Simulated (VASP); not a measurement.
# BN (F-43m) in VASP: notebook

The runs below take BN through relaxation of cell and atoms, with optB88-vdW, vdW-DF-cx.

Everything below comes from runs of VASP 6.6.1. Logs are shortened: lines on timing, memory, paths and dates and some standing lists are left out, and cuts for length are marked.

### 1 Starting point

Symmetry: F-43m, No. 216, cubic system. Conventional cell: a = 3.626 Å, b = 3.626 Å, c = 3.626 Å, α = 90.00°, β = 90.00°, γ = 90.00°. Around N (site symmetry -43m) lie 4 B at 1.57 Å. B (site symmetry -43m) is surrounded by 4 N at 1.57 Å.

The cell is a database's computed one.

### 2 Relaxation of cell and atoms, optB88-vdW

INCAR

```
AGGAC = 0.0 ; ALGO = Normal
EDIFF = 1E-7 ; EDIFFG = -0.01
ENCUT = 600 ; GGA = BO
IBRION = 2 ; ISIF = 3
ISMEAR = -1 ; LASPH = T
LCHARG = F ; LREAL = F
LUSE_VDW = T ; LWAVE = F
NELM = 100 ; NSW = 40
PARAM1 = 0.1833333333 ; PARAM2 = 0.22
PREC = Accurate ; SIGMA = 0.05
```

KPOINTS

```
k-points
0
Gamma
  13 13 13
```

POSCAR

```
BN
1.0
    0.0000000000      1.8130010000      1.8130010000
    1.8130010000      0.0000000000      1.8130010000
    1.8130010000      1.8130010000      0.0000000000
N B
1 1
Direct
    0.2500000000      0.2500000000      0.2500000000
    0.0000000000      0.0000000000      0.0000000000
```

Potentials or basis: VASP PAW PBE potentials, release 64 (N, B).

Command:

```bash
$ cat potpaw_PBE.64/N/POTCAR potpaw_PBE.64/B/POTCAR > POTCAR
$ mpirun -np 1 vasp_std > vasp.out
```

OUTCAR:

```text
EDIFF = 1E-7
   EDIFFG = -0.01
   ENCUT = 600
   GGA = BO
   IBRION = 2
   ISIF = 3
   ISMEAR = -1
   LASPH = T
   LREAL = F
   NELM = 100
   NSW = 40
   PREC = Accurate

 ion  position               nearest neighbor table
   1  0.250  0.250  0.250-   2 1.57   2 1.57   2 1.57   2 1.57
   2  0.000  0.000  0.000-   1 1.57   1 1.57   1 1.57   1 1.57

  LATTYP: Found a face centered cubic cell.
 ALAT       =     3.6260020000

  Lattice vectors:

 A1 = (   0.0000000000,   1.8130010000,   1.8130010000)
 A2 = (   1.8130010000,   0.0000000000,   1.8130010000)
 A3 = (   1.8130010000,   1.8130010000,   0.0000000000)

Analysis of symmetry for initial positions (statically):
=====================================================================
 Subroutine PRICEL returns:
 Original cell was already a primitive cell.

 Routine SETGRP: Setting up the symmetry group for a
 face centered cubic supercell.

 Subroutine GETGRP returns: Found 24 space group operations
 (whereof 24 operations were pure point group operations)
 out of a pool of 48 trial point group operations.

The static configuration has the point symmetry T_d .

Analysis of symmetry for dynamics (positions and initial velocities):
=====================================================================
 Subroutine PRICEL returns:
 Original cell was already a primitive cell.

 Routine SETGRP: Setting up the symmetry group for a
 face centered cubic supercell.

 Subroutine GETGRP returns: Found 24 space group operations
 (whereof 24 operations were pure point group operations)
 out of a pool of 48 trial point group operations.

The dynamic configuration has the point symmetry T_d .

 Subroutine INISYM returns: Found 24 space group operations
 (whereof 24 operations are pure point group operations),
 and found     1 'primitive' translations

----------------------------------------------------------------------------------------

                                     Primitive cell

  volume of cell :      11.9186

  direct lattice vectors                    reciprocal lattice vectors
     0.000000000  1.813001000  1.813001000    -0.275785838  0.275785838  0.275785838
     1.813001000  0.000000000  1.813001000     0.275785838 -0.275785838  0.275785838
     1.813001000  1.813001000  0.000000000     0.275785838  0.275785838 -0.275785838

  length of vectors
     2.563970603  2.563970603  2.563970603     0.477675083  0.477675083  0.477675083

  position of ions in fractional coordinates (direct lattice)
     0.250000000  0.250000000  0.250000000
     0.000000000  0.000000000  0.000000000

  ion indices of the primitive-cell ions
   primitive index   ion index
                 1           1
                 2           2

----------------------------------------------------------------------------------------

 KPOINTS: k-points

Automatic generation of k-mesh.
 Grid dimensions read from file:
 generate k-points for:   13   13   13

 Generating k-lattice:

  Cartesian coordinates                     Fractional coordinates (reciprocal lattice)
    -0.021214295  0.021214295  0.021214295     0.076923077  0.000000000  0.000000000
     0.021214295 -0.021214295  0.021214295     0.000000000  0.076923077  0.000000000
     0.021214295  0.021214295 -0.021214295     0.000000000  0.000000000  0.076923077

  Length of vectors
     0.036744237  0.036744237  0.036744237

  Shift w.r.t. Gamma in fractional coordinates (k-lattice)
     0.000000000  0.000000000  0.000000000

 Subroutine IBZKPT returns following result:
 ===========================================

 Found     84 irreducible k-points:

 Following reciprocal coordinates:
            Coordinates               Weight
  0.000000  0.000000  0.000000      1.000000
  0.076923  0.000000  0.000000      8.000000
  0.153846  0.000000  0.000000      8.000000
  0.230769  0.000000  0.000000      8.000000
  0.307692  0.000000  0.000000      8.000000
  0.384615  0.000000  0.000000      8.000000
[... 16 lines left out ...]
  0.384615  0.153846  0.000000     24.000000
  0.461538  0.153846  0.000000     24.000000
 [... further k-points ...]
   k-points           NKPTS =     84   k-points in BZ     NKDIM =     84   number of bands    NBANDS=      8
   number of dos      NEDOS =    301   number of ions     NIONS =      2
   total plane-waves  NPLWV =   8000
   dimension x,y,z NGX =    20 NGY =   20 NGZ =   20
   dimension x,y,z NGXF=    40 NGYF=   40 NGZF=   40
   ions per type =               1   1
   NGX,Y,Z   is equivalent  to a cutoff of  12.97, 12.97, 12.97 a.u.
   NGXF,Y,Z  is equivalent  to a cutoff of  25.94, 25.94, 25.94 a.u.
 SYSTEM =  unknown system
   PREC   = accura    normal or accurate (medium, high low for compatibility)
   ISTART =      0    job   : 0-new  1-cont  2-samecut
   ICHARG =      2    charge: 1-file 2-atom 10-const
   ISPIN  =      1    spin polarized calculation?
   LNONCOLLINEAR =      F non collinear calculations
   LSORBIT =      F    spin-orbit coupling
   LASPH  =      T    aspherical Exc in radial PAW
   ENCUT  =  600.0 eV  44.10 Ry    6.64 a.u.   5.12  5.12  5.12*2*pi/ulx,y,z
   NELM   =    100;   NELMIN=  2; NELMDL= -5     # of ELM steps
   EDIFF  = 0.1E-06   stopping-criterion for ELM
   LREAL  =      F    real-space projection
   EDIFFG = -.1E-01   stopping-criterion for IOM
   NSW    =     40    number of steps for IOM
   IBRION =      2    ionic relax: 0-MD 1-quasi-New 2-CG
   NFREE  =      1    steps in history (QN), initial steepest desc. (CG)
   ISIF   =      3    stress and relaxation
   ISYM   =      2    0-nonsym 1-usesym 2-fastsym
   POTIM  = 0.5000    time-step for ionic-motion
   TEBEG  =    0.0;   TEEND  =   0.0 temperature during run
   PSTRESS=    0.0 pullay stress
   NELECT =       8.0000    total number of electrons
   NUPDOWN=      -1.0000    fix difference up-down
   EMIN   =  10.00;   EMAX   =-10.00  energy-range for DOS
   EFERMI =   0.00;   METHOD = LEGACY
   ISMEAR =    -1;   SIGMA  =   0.05  broadening in eV -4-tet -1-fermi 0-gaus
   EFERMI_NEDOS =   21; number of points for ismear=-14 and -15
   IALGO  =     38    algorithm
   IMIX   =      4    mixing-type and parameters
     AMIX     =   0.40;   BMIX     =  1.00
     AMIX_MAG =   1.60;   BMIX_MAG =  1.00
  volume/ion in A,a.u.               =       5.96        40.22
  Fermi-wavevector in a.u.,A,eV,Ry     =   1.433387  2.708709 27.954506  2.054598
  Thomas-Fermi vector in A             =   2.552911
   LORBIT       =      0    0 simple, 1 ext, 2 COOP (PROOUT), +10 PAW based schemes
   GGA     = BO    functional components
   LHFCALC =     F    Hartree Fock is set to
   AEXX    =    0.0000 exact exchange contribution
   IVDW_NL    =     1    kernel type
   BPARAM     = 6.3000
   IVDW    =     0    specifies the selected vdW correction
   LEPSILON=     F    determine dielectric tensor
   LRPA    =     F    only Hartree local field effects (RPA)
 conjugate gradient relaxation of ions
 non-spin polarized calculation
  energy-cutoff  :      600.00
  volume of cell :       11.92
 maximum number of plane-waves:       411
   NGX = 11   NGY = 11   NGZ = 11

--------------------------------------- Ionic step        1  -------------------------------------------

 number of electron       7.9999999 magnetization

 Free energy of the ion-electron system (eV)
  ---------------------------------------------------
  ext. energy  EPLUGINS =         0.00000000
  ---------------------------------------------------
  free energy    TOTEN  =       -15.50973277 eV

  energy without entropy =      -15.50973277  energy(sigma->0) =      -15.50973277

------------------------ aborting loop because EDIFF is reached ----------------------------------------

  FORCE on cell =-STRESS in cart. coord.  units (eV):
  Direction    XX          YY          ZZ          XY          YZ          ZX
  --------------------------------------------------------------------------------------
  -------------------------------------------------------------------------------------
  Total       -0.0690942     -0.0690942     -0.0690942     -0.0000000     -0.0000000     -0.0000000
  in kB       -9.2881189     -9.2881189     -9.2881189     -0.0000000     -0.0000000     -0.0000000
  external PRESSURE =      -9.2881189 kB  Pullay stress =       0.0000000 kB
[... 61 lines left out ...]
Total vdW correction in eV:      0.8819246

--------------------------------------- Ionic step        3  -------------------------------------------

 number of electron       7.9999999 magnetization

 Free energy of the ion-electron system (eV)
  ---------------------------------------------------
  ext. energy  EPLUGINS =         0.00000000
  ---------------------------------------------------
  free energy    TOTEN  =       -15.50982066 eV

  energy without entropy =      -15.50982066  energy(sigma->0) =      -15.50982066

 E-fermi :   8.0672     XC(G=0): -12.7422

 val. band max:        7.1606073388   @ k =   0.0000   0.0000   0.0000
 cond. band min:      11.9243321370   @ k =   0.4615   0.4615   0.0000
 fundamental gap:      4.7637247982
 Fermi energy:         8.0672456511

 k-point     1 :       0.0000    0.0000    0.0000
  band No.  band energies     occupation
      1     -12.8477      2.00000
      2       7.1606      2.00000
      3       7.1606      2.00000
      4       7.1606      2.00000
      5      16.0384      0.00000
      6      16.0384      0.00000
      7      16.0384      0.00000
      8      17.6079      0.00000
[... 243 lines left out ...]
 k-point    24 :       0.4615    0.1538    0.0000
  band No.  band energies     occupation
      1      -8.9273      2.00000
      2      -1.9383      2.00000
      3       3.9602      2.00000
      4       4.3855      2.00000
      5      16.1888      0.00000
      6      19.3223      0.00000
      7      19.7078      0.00000
      8      21.8661      0.00000

 [... further k-points ...]

------------------------ aborting loop because EDIFF is reached ----------------------------------------

  FORCE on cell =-STRESS in cart. coord.  units (eV):
  Direction    XX          YY          ZZ          XY          YZ          ZX
  --------------------------------------------------------------------------------------
  -------------------------------------------------------------------------------------
  Total        0.0005453      0.0005453      0.0005453      0.0000000      0.0000000      0.0000000
  in kB        0.0734883      0.0734883      0.0734883      0.0000000      0.0000000      0.0000000
  external PRESSURE =       0.0734883 kB  Pullay stress =       0.0000000 kB
[... 17 lines left out ...]
  FREE ENERGIE OF THE ION-ELECTRON SYSTEM (eV)
  ---------------------------------------------------
  free  energy   TOTEN  =       -15.5098206573 eV

  energy  without entropy=      -15.5098206572  energy(sigma->0) =      -15.50982066

Total vdW correction in eV:      0.8829756

 reached required accuracy - stopping structural energy minimisation
```

Run time: 20 s. Hardware: 1 thread of AMD EPYC 9R45 (Zen 5), shared host; peak memory 0.2 GiB.

Results:

| Quantity | Value |
| --- | --- |
| Free energy | -15.5098 eV |
| Relaxed volume | 5.94 Å³/atom |
| Relaxed cell | a = 2.562 Å, b = 2.562 Å, c = 2.562 Å, α = 60.00°, β = 60.00°, γ = 60.00° |
| Space group after relaxing (to 0.05 Å) | F-43m (No. 216) |
| Energy gained by relaxing | 0.0 meV/atom |
| Ionic steps | 3 |
| Pressure after relaxing | 0.0 GPa |
| Band gap on the k mesh | 4.76 eV, indirect (least direct gap 8.88 eV) |

Final structure:
```yaml
crystal:
  lattice:
    - [0.00000, 1.81147, 1.81147]
    - [1.81147, 0.00000, 1.81147]
    - [1.81147, 1.81147, 0.00000]
  atoms:
    - { symbol: N, position: [0.25000, 0.25000, 0.25000] }
    - { symbol: B, position: [0.00000, 0.00000, 0.00000] }
```

Caveat: the PAW data sets were made with another functional, which shifts forces and pressure a little; an odd mesh through Γ misses points on the zone boundary, where band edges often lie.

### 3 Relaxation of cell and atoms, vdW-DF-cx

INCAR

```
AGGAC = 0.0 ; ALGO = Normal
EDIFF = 1E-7 ; EDIFFG = -0.01
ENCUT = 600 ; GGA = CX
IBRION = 2 ; ISIF = 3
ISMEAR = -1 ; LASPH = T
LCHARG = F ; LREAL = F
LUSE_VDW = T ; LWAVE = F
NELM = 100 ; NSW = 40
PREC = Accurate ; SIGMA = 0.05
```

KPOINTS is that of step 2.

POSCAR is that of step 2.

Potentials or basis: VASP PAW PBE potentials, release 64 (N, B).

Command:

```bash
$ cat potpaw_PBE.64/N/POTCAR potpaw_PBE.64/B/POTCAR > POTCAR
$ mpirun -np 1 vasp_std > vasp.out
```

OUTCAR:

```text
EDIFF = 1E-7
   EDIFFG = -0.01
   ENCUT = 600
   GGA = CX
   IBRION = 2
   ISIF = 3
   ISMEAR = -1
   LASPH = T
   LREAL = F
   NELM = 100
   NSW = 40
   PREC = Accurate

 ion  position               nearest neighbor table
   1  0.250  0.250  0.250-   2 1.57   2 1.57   2 1.57   2 1.57
   2  0.000  0.000  0.000-   1 1.57   1 1.57   1 1.57   1 1.57

  LATTYP: Found a face centered cubic cell.
 ALAT       =     3.6260020000

  Lattice vectors:

 A1 = (   0.0000000000,   1.8130010000,   1.8130010000)
 A2 = (   1.8130010000,   0.0000000000,   1.8130010000)
 A3 = (   1.8130010000,   1.8130010000,   0.0000000000)

Analysis of symmetry for initial positions (statically):
=====================================================================
 Subroutine PRICEL returns:
 Original cell was already a primitive cell.

 Routine SETGRP: Setting up the symmetry group for a
 face centered cubic supercell.

 Subroutine GETGRP returns: Found 24 space group operations
 (whereof 24 operations were pure point group operations)
 out of a pool of 48 trial point group operations.

The static configuration has the point symmetry T_d .

Analysis of symmetry for dynamics (positions and initial velocities):
=====================================================================
[... 170 lines left out ...]
  in kB      -22.9820144    -22.9820144    -22.9820144      0.0000000     -0.0000000     -0.0000000
  external PRESSURE =     -22.9820144 kB  Pullay stress =       0.0000000 kB
[... 63 lines left out ...]
--------------------------------------- Ionic step        3  -------------------------------------------

 number of electron       7.9999999 magnetization

 Free energy of the ion-electron system (eV)
  ---------------------------------------------------
  ext. energy  EPLUGINS =         0.00000000
  ---------------------------------------------------
  free energy    TOTEN  =       -15.78608160 eV

  energy without entropy =      -15.78608160  energy(sigma->0) =      -15.78608160

 E-fermi :   8.2362     XC(G=0): -12.8978

 val. band max:        7.3528299772   @ k =   0.0000   0.0000   0.0000
 cond. band min:      11.8396621869   @ k =   0.4615   0.4615   0.0000
 fundamental gap:      4.4868322097
 Fermi energy:         8.2362048011

 k-point     1 :       0.0000    0.0000    0.0000
  band No.  band energies     occupation
      1     -12.8342      2.00000
      2       7.3528      2.00000
      3       7.3528      2.00000
      4       7.3528      2.00000
      5      16.1985      0.00000
      6      16.1985      0.00000
      7      16.1985      0.00000
      8      17.6810      0.00000
[... 243 lines left out ...]
 k-point    24 :       0.4615    0.1538    0.0000
  band No.  band energies     occupation
      1      -8.8489      2.00000
      2      -1.9083      2.00000
      3       4.1000      2.00000
      4       4.5338      2.00000
      5      16.2250      0.00000
      6      19.4676      0.00000
      7      19.8728      0.00000
      8      21.9962      0.00000

 [... further k-points ...]

------------------------ aborting loop because EDIFF is reached ----------------------------------------

  FORCE on cell =-STRESS in cart. coord.  units (eV):
  Direction    XX          YY          ZZ          XY          YZ          ZX
  --------------------------------------------------------------------------------------
  -------------------------------------------------------------------------------------
  Total        0.0004308      0.0004308      0.0004308      0.0000000      0.0000000      0.0000000
  in kB        0.0582709      0.0582709      0.0582709      0.0000000      0.0000000      0.0000000
  external PRESSURE =       0.0582709 kB  Pullay stress =       0.0000000 kB
[... 21 lines left out ...]
  energy  without entropy=      -15.7860815998  energy(sigma->0) =      -15.78608160

Total vdW correction in eV:      0.8633282

 reached required accuracy - stopping structural energy minimisation
```

OSZICAR:

```text
N       E                     dE             d eps       ncg     rms          rms(c)
DAV:   1     0.150927754323E+02    0.15093E+02   -0.55728E+03  1384   0.110E+03
DAV:   2    -0.164786865643E+02   -0.31571E+02   -0.30768E+02  1880   0.202E+02
DAV:   3    -0.167324489836E+02   -0.25376E+00   -0.25376E+00  1608   0.209E+01
[... 23 lines left out ...]
DAV:   3    -0.157860910176E+02    0.27615E-04   -0.76929E-05  1568   0.905E-02    0.198E-02
DAV:   4    -0.157860820333E+02    0.89843E-05   -0.11979E-05  1568   0.317E-02    0.538E-03
DAV:   5    -0.157860817261E+02    0.30721E-06   -0.39677E-07  1632   0.579E-03    0.323E-03
DAV:   6    -0.157860815872E+02    0.13886E-06   -0.17174E-08   672   0.189E-03    0.144E-04
DAV:   7    -0.157860815999E+02   -0.12634E-07   -0.14313E-09   672   0.441E-04
   3 F= -.15786082E+02 E0= -.15786082E+02  d E =-.529060E-03
```

Run time: 24 s. Hardware: 1 thread of AMD EPYC 9R45 (Zen 5), shared host; peak memory 0.2 GiB.

Results:

```yaml
Free_energy: -15.7861 eV
Relaxed_volume: 5.92 Å³/atom
Relaxed_cell: a = 2.559 Å, b = 2.559 Å, c = 2.559 Å, α = 60.00°, β = 60.00°, γ = 60.00°
Space_group_after_relaxing_to_0.05_Å: F-43m (No. 216)
Energy_gained_by_relaxing: 0.3 meV/atom
Ionic_steps: 3
Pressure_after_relaxing: 0.0 GPa
Band_gap_on_the_k_mesh: 4.49 eV, indirect (least direct gap 8.85 eV)
```

Step by step:
| step | energy change (eV) | largest force (eV/Å) | pressure (GPa) | volume (Å³) |
| --- | --- | --- | --- | --- |
| 1 | 0.0000 | 0.0000 | -2.30 | 11.92 |
| 2 | 0.0000 | 0.0000 | 2.39 | 11.77 |
| 3 | -0.0005 | 0.0000 | 0.01 | 11.85 |

Final structure:
```
N B
1.0
     0.00000    1.80928    1.80928
     1.80928    0.00000    1.80928
     1.80928    1.80928    0.00000
N B
1 1
Direct
  0.25000 0.25000 0.25000
  0.00000 0.00000 0.00000
```

Levels at points of the mesh, in eV from the valence-band top:
```tsv
k point	band 1	band 2	band 3	band 4	band 5	band 6	band 7	band 8
(0.00, 0.00, 0.00)	-20.19	0.00	0.00	0.00	8.85	8.85	8.85	10.33
```

Caveat: the PAW data sets were made with another functional, which shifts forces and pressure a little; an odd mesh through Γ misses points on the zone boundary, where band edges often lie.
